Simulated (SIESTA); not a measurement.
**Ag in SIESTA: the effect of strain zz**

Crystal: Ag.

```
Ag
1.0
     2.93000    0.00000    0.00000
    -1.46500    2.53745    0.00000
     0.00000    0.00000    4.59840
Ag
2
Direct
  0.66667 0.33333 0.75000
  0.33333 0.66667 0.25000
```

The cell isn't the ideal one: cell strained along z.

Alike in all runs:

* Program: SIESTA 5.4.2
* Task: band structure
* Functional: PBEsol
* Potentials or basis: PseudoDojo 0.4 standard (PBEsol files)
* Basis: DZP (energy shift 0.003 Ry; two zetas on semicore shells)
* Grid cutoff: 800 Ry
* Energy shift: 0.003 Ry
* k mesh: 10 × 10 × 6
* Occupations: fermi-dirac, width 0.05 eV
* Spin: no spin polarisation

| strain zz | pressure (GPa) |
| --- | --- |
| -0.04 | ? |
| -0.02 | -4.1 |
| 0 | -6.1 |
| 0.02 | -7.8 |
| 0.04 | -9.1 |

**Question.** What does the run with strain zz -0.04 give?

**Answer.** Pressure -1.7 GPa.

Worked out: A parabola through the other rows of the pressure, of slope -127 GPa per unit of strain zz there, extrapolates to -1.7 GPa, against the run's -1.7.

Caveats: short orbitals over semicore shells can move pressures by several GPa; the basis of atomic orbitals isn't converged, which shifts pressures, moduli and gaps.
